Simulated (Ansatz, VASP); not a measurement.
**KBr in VASP and in Ansatz**

Contents of POSCAR:

```
KBr
1.0
    0.0000000000      3.0291000000      3.4242000000
    3.0291000000      0.0000000000      3.4242000000
    3.0291000000      3.0291000000      0.0000000000
K Br
1 1
Direct
    0.0000000000      0.0000000000      0.0000000000
    0.5000000000      0.5000000000      0.5000000000
```

File INCAR.step1:

```
PREC = Accurate
ENCUT = 520
ISMEAR = 0
SIGMA = 0.05
LREAL = F
LASPH = T
NELM = 100
NBANDS = 15
GGA = PE
ALGO = Normal
EDIFF = 1E-4
LWAVE = T
LCHARG = F
```

File INCAR.step2:

```
PREC = Accurate
ENCUT = 520
EDIFF = 1E-6
ISMEAR = 0
SIGMA = 0.05
LREAL = F
LASPH = T
NELM = 100
ALGO = Normal
ISIF = 2
LWAVE = F
LCHARG = F
METAGGA = R2SCAN
LMIXTAU = T
NBANDS = 15
ISTART = 1
```

File KPOINTS:

```
Automatic mesh
0
Gamma
  6 6 6
```

Input for Ansatz:

```yaml
crystal:
  lattice:
    - [0.0, 3.0291, 3.4242]
    - [3.0291, 0.0, 3.4242]
    - [3.0291, 3.0291, 0.0]
  atoms:
    - { symbol: K, position: [0.0, 0.0, 0.0] }
    - { symbol: Br, position: [0.5, 0.5, 0.5] }
basis:
  ecutwfc: 500
kpoints:
  mp_grid: { grid: [6, 6, 6] }
hamiltonian:
  xc: r2scan
scf:
  occupations: { method: gaussian, width: 0.05 }
output:
  forces: true
  stress: true
  eigenvalues: true
```

Change from the starting cell: strain -0.080 along x and y, +0.040 along z, atoms carried along.

Alike in both runs: task single point; functional r2SCAN; k mesh 6 × 6 × 6; occupations gaussian, width 0.05 eV; no spin polarisation.

|  | VASP | Ansatz |
| --- | --- | --- |
| version | VASP 6.6.1 | Ansatz 0.2.0 |
| potentials or method | VASP PAW PBE potentials, release 64 (K_sv, Br) | scalar-relativistic, plane waves, PAW |
| plane-wave cutoff (eV) | 520 | 500 |
| valence electrons in the cell | 16 | 16 |

VASP gave:

- gap on the k mesh at the Fermi level (eV): 5.34
- least direct gap on the mesh (eV): 5.34
- pressure (GPa): 4.2
- largest component of the traceless stress (GPa): 4.69

What did Ansatz give for the same quantities?

gap on the k mesh at the Fermi level (eV): 5.33; least direct gap on the mesh (eV): 5.33; pressure (GPa): 4.2; largest component of the traceless stress (GPa): 4.64.

With one functional, cell and mesh, what is left measures potentials, basis and numerics.

Caveats: the PAW data sets were made with another functional, which shifts forces and pressure a little (VASP).
